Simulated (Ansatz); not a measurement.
# CuAu under changes of volume

One of the cells (15.351 Å³/atom); the others are scaled copies at fixed shape and fractional positions:

```
Au Cu
1.0
     1.44306    0.83315    4.25617
    -1.44306    0.83315    4.25617
     0.00000   -1.66630    4.25617
Au Cu
1 1
Direct
  0.00000 0.00000 0.00000
  0.50000 0.50000 0.50000
```

The cell comes from a database or a generator and needn't be the stable form of this composition.

- Program: Ansatz 0.2.0
- Functional: PBEsol
- Potentials or basis: Ansatz PAW
- Cutoff: 420 eV (not typed: the program's choice for these potentials)
- k mesh: 11 × 11 × 11
- Occupations: fermi-dirac, width 0.05 eV
- Spin: no spin polarisation

| volume (Å³/atom) | energy over the lowest point (meV/atom) | pressure (GPa) |
| --- | --- | --- |
| 14.430 | 0.00 | 0.8 |
| 14.737 | 1.75 | -2.6 |
| 15.044 | 9.58 | -5.5 |
| 15.351 | 22.69 | -8.1 |
| 15.658 | ? | ? |
| 15.965 | 62.14 | -12.3 |
| 16.272 | 87.33 | -14.0 |

Task: What does the run at 15.658 Å³/atom give?

Result: Energy over the lowest point 40.41 meV/atom; pressure -10.3 GPa.

Worked out: A Birch-Murnaghan fit of order 3 (a polynomial in V^(-2/3)) to the other rows has its minimum at 14.50 Å³/atom with B0 = V·E''(V) = 166 GPa and B' = 5.5 at fixed shape and positions, which overstates the stiffness. It gives 40.42 meV/atom at 15.658 Å³/atom, against the run's 40.41, and -dE/dV = -10.3 GPa, against -10.3.

Energies are extrapolated to zero smearing.

Caveats: the PAW data sets come from PBE, with cores solved anew for the run's functional, which leaves a small shift of forces and pressure.
